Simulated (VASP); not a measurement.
A run of VASP 6.6.1 is set up as follows.

File INCAR:

```
SYSTEM = TiAl3
  PREC = Accurate
  ENCUT = 520
  EDIFF = 1E-7
  ISMEAR = 0
  SIGMA = 0.1
  LREAL = .FALSE.
  LASPH = .TRUE.
  NELM = 100
  ALGO = Normal
  ISIF = 2
  LWAVE = .FALSE.
  LCHARG = .FALSE.
  GGA = PE
  NBANDS = 18
```

The input KPOINTS:

```
regular mesh
0
G
  10 10 10
  0 0 0
```

POSCAR

```
TiAl3
1.0
    3.8984849978      0.0000000000      0.0000000000
    0.0000000000      3.8984849978      0.0000000000
    0.0000000000      0.0000000000      3.8984849978
Ti Al
1 3
Direct
    0.0000000000      0.0000000000      0.0000000000
    0.5000000000      0.5000000000      0.0000000000
    0.5000000000      0.0000000000      0.5000000000
    0.0000000000      0.5000000000      0.5000000000
```

Potentials or basis: VASP PAW PBE potentials, release 64 (Ti_sv, Al).

Command:

```bash
$ cat potpaw_PBE.64/Ti_sv/POTCAR potpaw_PBE.64/Al/POTCAR > POTCAR
$ mpirun -np 1 vasp_std > vasp.out
```

Task: What does it give for the pressure?

Result: 7.4 GPa.

Task: Predict the band gap on the k mesh.

Result: None (metal or under the smearing width).
